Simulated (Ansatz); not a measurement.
The parent structure is CsBr in the CsCl type structure (space group Pm-3m, No. 221; a = 4.242 Å). Axes: x, y, z lie along the cube axes.

Method: DFT with PBEsol, PAW potentials and a 420 eV plane-wave cutoff in Ansatz (an electronic-structure program), no spin-orbit coupling.

A first run, uniaxial strain ε_xx = +1.63 %, gives secant values C11 ≈ 30 GPa and C12 ≈ 7.6 GPa from its stress. A second run applies isotropic strain +1.36 %.

Q: What does linear elasticity predict for the bulk modulus −ΔP/(ΔV/V₀) in the second run, and what does the run give?

A: Linear elasticity: (C11 + 2 C12)/3 = 15 GPa. The run gives 14 GPa; any difference comes from nonlinear terms at these strains and numerical noise.

Stability against distortions was not tested.
